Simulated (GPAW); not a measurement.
# SnSe (Pnma) in GPAW: band structure with r2SCAN

Aim: the band structure of SnSe with r2SCAN.

Program: GPAW 26.7.0. These are calculated values, not measurements. Logs are shortened: lines on timing, memory, paths and dates and some standing lists are left out, and cuts for length are marked. The log counts tension as positive stress, the text compression.

**Experimental background.**

“Linear dichroism of the optical properties of SnS and SnSe van der Waals crystals”, 2024, arxiv:2409.17412 reports, for a bulk crystal of SnSe at 20 K: band gap 0.99 eV (indirect).

The results are compared with them further down.

## (1) Starting point

It takes space group Pnma (No. 62, orthorhombic). Conventional cell: a = 11.420 Å, b = 4.190 Å, c = 4.460 Å, α = 90.00°, β = 90.00°, γ = 90.00°. Sn (site symmetry m) has 3 Se at 2.69 to 2.83 Å as nearest neighbours. Around Se (site symmetry m) lie 3 Sn at 2.69 to 2.83 Å.

## (2) Band structure, r2SCAN

The input, run.py:

```python
from ase import Atoms
from ase.dft.bandgap import bandgap
from ase.io import write
from ase.units import GPa
from gpaw import GPAW, PW

atoms = Atoms(['Sn', 'Sn', 'Sn', 'Sn', 'Se', 'Se', 'Se', 'Se'],
              cell=[[11.42, 0.0, 0.0],
                    [0.0, 4.19, 0.0],
                    [0.0, 0.0, 4.46]],
              scaled_positions=[[0.877, 0.75, 0.909],
                                [0.623, 0.25, 0.409],
                                [0.377, 0.75, 0.591],
                                [0.123, 0.25, 0.091],
                                [0.643, 0.75, 0.984],
                                [0.857, 0.25, 0.484],
                                [0.143, 0.75, 0.516],
                                [0.357, 0.25, 0.016]],
              pbc=True)

calc = GPAW(mode=PW(600),
            xc='MGGA_X_R2SCAN+MGGA_C_R2SCAN',
            kpts={'size': (2, 4, 4), 'gamma': True},
            occupations={'name': 'fermi-dirac', 'width': 0.05},
            nbands=62,
            convergence={'density': 1e-05, 'energy': 1e-05},
            maxiter=150,
            txt='gpaw.txt')
atoms.calc = calc
energy = atoms.get_potential_energy()
forces = atoms.get_forces()
stress = atoms.get_stress()
calc.write('gs.gpw')
write('result.traj', atoms)
print(f'Energy: {energy:.6f} eV')
print('Forces (eV/A):')
print(forces.round(4))
print('Stress (GPa):', (stress / GPa).round(3))
print('Fermi level:', round(calc.get_fermi_level(), 4), 'eV')
print(f'Gap: {bandgap(calc)[0]:.4f} eV, direct: {bandgap(calc, direct=True)[0]:.4f} eV')

path = atoms.cell.bandpath('GXSYGZURTZ,YT,UX,SR', npoints=80, eps=1e-4)
bs_calc = calc.fixed_density(kpts=path, symmetry='off', nbands=99,
                             convergence={'bands': 'CBM+6.0', 'eigenstates': 1e-6}, txt='bands.txt')
bs = bs_calc.band_structure()
bs.write('bs.json')
print(f'Gap on the path: {bandgap(bs_calc)[0]:.4f} eV')
```

Potentials or basis: GPAW PAW data sets (gpaw-data 1.2.1), pw.

The run is started by

```console
OMP_NUM_THREADS=1 python run.py
```

gpaw.txt:

```text
__  _  _
 | _ |_)|_||  |
 |__||  | ||/\| - 26.7.0

Input parameters:
  mode=PW(ecut=600.0),
  convergence={'density': 1e-05, 'energy': 1e-05},
  kpts=MonkhorstPack(size=(2, 4, 4), gamma=True),
  maxiter=150,
  nbands=62,
  occupations=Occupations(name='fermi-dirac', width=0.05),
  xc=XC(name='MGGA_X_R2SCAN+MGGA_C_R2SCAN')

Diagonalizing LCAO Hamiltonian
Converting LCAO to pw mode
    .---------------------------.
   /|                Se     Sn  |
  / |                           |
 *  |  Se     Sn                |
 |  |                           |
 |  .--------------Sn-----Se----.
 | /                           /
 |/  Sn     Se                /
 *---------------------------*

Atoms  # Å, Bohr magnetons
|   | symbol |         x |        y |        z |    initial magnetic moments |
|---|--------|-----------|----------|----------|-----------------------------|
| 0 |     Sn | 10.015340 | 3.142500 | 4.054140 | ( 0.0000,  0.0000,  0.0000) |
| 1 |     Sn |  7.114660 | 1.047500 | 1.824140 | ( 0.0000,  0.0000,  0.0000) |
| 2 |     Sn |  4.305340 | 3.142500 | 2.635860 | ( 0.0000,  0.0000,  0.0000) |
| 3 |     Sn |  1.404660 | 1.047500 | 0.405860 | ( 0.0000,  0.0000,  0.0000) |
| 4 |     Se |  7.343060 | 3.142500 | 4.388640 | ( 0.0000,  0.0000,  0.0000) |
| 5 |     Se |  9.786940 | 1.047500 | 2.158640 | ( 0.0000,  0.0000,  0.0000) |
| 6 |     Se |  1.633060 | 3.142500 | 2.301360 | ( 0.0000,  0.0000,  0.0000) |
| 7 |     Se |  4.076940 | 1.047500 | 0.071360 | ( 0.0000,  0.0000,  0.0000) |

Unit cell  # Å
| periodic |         x |        y |        z |   lengths |    angles |
|----------|-----------|----------|----------|-----------|-----------|
|      yes | 11.420000 | 0.000000 | 0.000000 | 11.420000 | 90.000000 |
|      yes |  0.000000 | 4.190000 | 0.000000 |  4.190000 | 90.000000 |
|      yes |  0.000000 | 0.000000 | 4.460000 |  4.460000 | 90.000000 |

Number of symmetries: 2
Symmetry operations  # r_c * U_cc + t_c -> r_c
|   | kind |            matrix            |
|---|------|------------------------------|
| 0 |  E   |  1, 0, 0,  0, 1, 0,  0, 0, 1 |
| 1 |  i   | -1, 0, 0,  0,-1, 0,  0, 0,-1 |

BZ-sampling:
  Number of BZ points: 32
  Number of IBZ points: 20

  Monkhorst-Pack size: [2, 4, 4]
  Monkhorst-Pack shift: [0.25, 0.125, 0.125]

K-points  # in reciprocal-cell coordinates
|     |                                coordinates |     weight |
|-----|--------------------------------------------|------------|
|   0 | (  0.00000000,   0.00000000,   0.00000000) | 0.03125000 |
|   1 | (  0.00000000,   0.00000000,   0.25000000) | 0.06250000 |
|   2 | (  0.00000000,   0.00000000,   0.50000000) | 0.03125000 |
|   3 | (  0.00000000,   0.25000000,  -0.25000000) | 0.06250000 |
|   4 | (  0.00000000,   0.25000000,   0.00000000) | 0.06250000 |
|   5 | (  0.00000000,   0.25000000,   0.25000000) | 0.06250000 |
|   6 | (  0.00000000,   0.25000000,   0.50000000) | 0.06250000 |
|   7 | (  0.00000000,   0.50000000,   0.00000000) | 0.03125000 |
|   8 | (  0.00000000,   0.50000000,   0.25000000) | 0.06250000 |
|   9 | (  0.00000000,   0.50000000,   0.50000000) | 0.03125000 |
| ... |                                            |            |
|  19 | (  0.50000000,   0.50000000,   0.50000000) | 0.03125000 |

Plane wave coefficients: 7148
Cutoff: 600.0 eV

Spin-components: 1 (collinear spins)
Bands:           62
Projectors:      44
Spin-degeneracy: 2
Datatype:        complex128

Parallelization:
  kpt:    1
  domain: 1
  band:   1

Density:
  Valence electrons: 80.0
  Components: 1
  Grid points: [70 24 27]
  Charge: 0.0  # |e|

Potential:
  Grid points: [70 24 27]

species:
  Sn:
    name:    Tin
    Z:       50.0
    valence: 14
    core:    36
    charge:  0.0  # [|e|]
    compensation charges:
      type: gauss
      rc: 0.38  # [Å]
      lmax: 2
    cutoffs:
      filter: 2.23  # [Å]
      core: 2.35  # [Å]
    projectors
    | kind |    occ | energy [eV] | rcut [Å] |
    |------|--------|-------------|----------|
    |   5s |  2.000 |     -10.538 |    1.201 |
    |   5p |  2.000 |      -3.696 |    1.270 |
    |   4d | 10.000 |     -25.845 |    1.185 |
    |    s |        |      16.674 |    1.201 |
    |    p |        |      23.515 |    1.270 |
    |    d |        |       1.367 |    1.185 |

    Using partial waves for Sn as LCAO basis

  Se:
    name:    Selenium
    Z:       34.0
    valence: 6
    core:    28
    charge:  0.0  # [|e|]
    compensation charges:
      type: gauss
      rc: 0.27  # [Å]
      lmax: 2
    cutoffs:
      filter: 1.77  # [Å]
      core: 2.67  # [Å]
    projectors
    | kind |    occ | energy [eV] | rcut [Å] |
    |------|--------|-------------|----------|
    |   4s |  2.000 |     -17.277 |    0.847 |
    |   4p |  4.000 |      -6.512 |    1.005 |
    |    s |        |       9.935 |    0.847 |
    |    p |        |      20.699 |    1.005 |
    |    d |        |       0.000 |    0.847 |

    Using partial waves for Se as LCAO basis

Reference energy: -936456.901751  # eV

eigensolver:
  PPCG
  Converge bands: occupied
  niter=2

density mixing:
  MSR1-Mixer
  Pratt-step length: 0.05
  Maximum mixing coefficient: 0.75
  Old densities: 10
  SVD Regularization: 0.005
  Good broyden scale: 1.0
  Trust region scale: 1.0
  Backstep threshold: 4.0
  History deletion threshold: 6.0
  Fourier metric: weight=20.0, sigma=0.015

occupation numbers:
  Fermi-Dirac:
    width: 0.0500  # eV

poisson solver:
  ecut: 4800.0  # eV

xc functional:
  name: MGGA_X_R2SCAN+MGGA_C_R2SCAN with 2 nearest neighbor stencil

convergence criteria:
- Maximum integral of absolute [dens]ity change: 1e-05 electrons / valence electron
- Maximum [total energy] change in last 3 cyles: 1e-05 eV / valence electron
- Maximum integral of absolute [eigenst]ate change: 4e-08 eV^2 / valence electron
maximum number of iterations: 150

SCF iterations
|iter     | |      energy | eigst |  dens |
|---------|-|-------------|-------|-------|
|iter:   1| | -139.950587 | +0.17 |       |
|iter:   2| | -129.250323 | -0.98 | -1.32 |
|iter:   3| | -129.646678 | -0.94 | -1.31 |
|iter:   4| | -128.939688 | -1.67 | -1.19 |
|iter:   5| | -128.950866 | -2.76 | -2.08 |
|iter:   6| | -128.952491 | -3.54 | -2.39 |
|iter:   7| | -128.952979 | -4.36 | -2.82 |
|iter:   8| | -128.951710 | -4.95 | -2.90 |
|iter:   9| | -128.951751 | -5.65 | -3.67 |
|iter:  10| | -128.951755c| -6.59 | -4.03 |
|iter:  11| | -128.951755c| -7.54c| -4.54 |
|iter:  12| | -128.951755c| -7.94c| -5.09c|

Converged in 12 steps
Energy contributions relative to reference atoms: (reference = -936456.901751)

Energy contributions:
  Kinetic:          68.135270
  Coulomb:         -65.087013
  Zero:             -0.920568
  External:          0.000000
  Xc:             -131.079444
  Entropy:          -0.000001
  Spinorbit:         0.000000
  ----------------------------
  Free energy:    -128.951756
  Extrapolated:   -128.951755

dipole moment: (0.000195, 0.000071, 0.000076)  # |e|*Ang

Fermi level: 6.237
Eigenvalues  # (at kpt = [0.000, 0.000, 0.000])
| band index |      eig [eV] | occ [0-2] |
|------------|---------------|-----------|
|          0 |       -16.255 |     2.000 |
|        ... |               |           |
|         32 |         2.706 |     2.000 |
|         33 |         2.802 |     2.000 |
|         34 |         3.413 |     2.000 |
|         35 |         3.818 |     2.000 |
|         36 |         4.092 |     2.000 |
|         37 |         4.569 |     2.000 |
[... 8 lines left out ...]
|         46 |        10.467 |     0.000 |
|         47 |        10.619 |     0.000 |
|        ... |               |           |
|         61 |        15.038 |     0.000 |

Gap: 1.222 eV
Transition (v -> c):
  (s=0, k=12, n=39, [0.50, 0.00, 0.50]) -> (s=0, k=0, n=40, [0.00, 0.00, 0.00])
Direct/indirect transitions are different
Direct gap: 1.518 eV
Transition at: (s=0, k=4, n=39, [0.00, 0.25, 0.00])

Forces  # eV/Ang
|        x |        y |        z |
|----------|----------|----------|
|  0.10438 |  0.00000 | -0.15191 |  # Sn   0
| -0.10424 |  0.00000 | -0.15202 |  # Sn   1
|  0.10424 | -0.00000 |  0.15202 |  # Sn   2
| -0.10438 | -0.00000 |  0.15191 |  # Sn   3
| -0.06225 |  0.00000 |  0.17881 |  # Se   4
|  0.06220 |  0.00000 |  0.17875 |  # Se   5
| -0.06220 | -0.00000 | -0.17875 |  # Se   6
|  0.06225 | -0.00000 | -0.17881 |  # Se   7

Stress tensor  # eV/Ang^3
|         x |         y |         z |
|-----------|-----------|-----------|
| -0.019749 | -0.000000 |  0.000000 |
| -0.000000 | -0.002042 | -0.000000 |
|  0.000000 | -0.000000 | -0.001264 |

# Writing to gs.gpw (mode='')
```

It took 45 min on 1 thread of Arm Neoverse V1, shared host; peak memory 1.7 GiB.

What came out:

* Free energy: -128.9518 eV
* Pressure: 1.2 GPa
* Largest force: 0.189 eV/Å
* Band gap along the path: 0.86 eV, indirect (least direct gap 0.93 eV)

Forces on the atoms (eV/Å):
```
Sn   0.104  0.000 -0.152
Sn  -0.104  0.000 -0.152
Sn   0.104  0.000  0.152
Sn  -0.104  0.000  0.152
Se  -0.062  0.000  0.179
Se   0.062  0.000  0.179
Se  -0.062  0.000 -0.179
Se   0.062  0.000 -0.179
```

Levels at the corners of the path, in eV from the valence-band top:
| point | band 38 | band 39 | band 40 | band 41 | band 42 | band 43 |
| --- | --- | --- | --- | --- | --- | --- |
| Γ | -1.21 | -0.82 | -0.58 | 1.04 | 3.30 | 3.40 |
| X | -1.00 | -0.75 | -0.75 | 1.18 | 1.18 | 1.73 |
| S | -2.33 | -1.58 | -1.58 | 3.16 | 3.16 | 3.41 |
| Y | -0.70 | -0.21 | -0.21 | 1.51 | 1.51 | 1.78 |
| Γ | -1.21 | -0.82 | -0.58 | 1.04 | 3.30 | 3.40 |
| Z | -1.97 | -0.66 | -0.66 | 2.97 | 2.97 | 3.13 |
| U | -0.99 | -0.99 | -0.99 | 1.68 | 1.68 | 1.68 |
| R | -1.61 | -1.61 | -1.61 | 2.95 | 2.95 | 2.95 |
| T | -0.52 | -0.19 | -0.19 | 1.49 | 1.49 | 1.85 |
| Z | -1.97 | -0.66 | -0.66 | 2.97 | 2.97 | 3.13 |
| Y | -0.70 | -0.21 | -0.21 | 1.51 | 1.51 | 1.78 |
| T | -0.52 | -0.19 | -0.19 | 1.49 | 1.49 | 1.85 |
| U | -0.99 | -0.99 | -0.99 | 1.68 | 1.68 | 1.68 |
| X | -1.00 | -0.75 | -0.75 | 1.18 | 1.18 | 1.73 |
| S | -2.33 | -1.58 | -1.58 | 3.16 | 3.16 | 3.41 |
| R | -1.61 | -1.61 | -1.61 | 2.95 | 2.95 | 2.95 |

Caveat: the PAW data sets were made with another functional, which shifts forces and pressure a little; spin-orbit coupling is left out, which moves the levels of the heavy elements.

## (3) How close it comes

Step 2. Measured gap of SnSe: 0.99 eV (indirect; 20 K; “Linear dichroism of the optical properties of SnS and SnSe van der Waals crystals”, 2024, arxiv:2409.17412). This calculation gives 0.86 eV (-0.13 eV). 2 values of this kind are on record (0.89 to 0.99 eV); this one was drawn at random. Spin-orbit coupling on Se, Sn is left out. The value is that of r2SCAN, without temperature or zero-point motion.
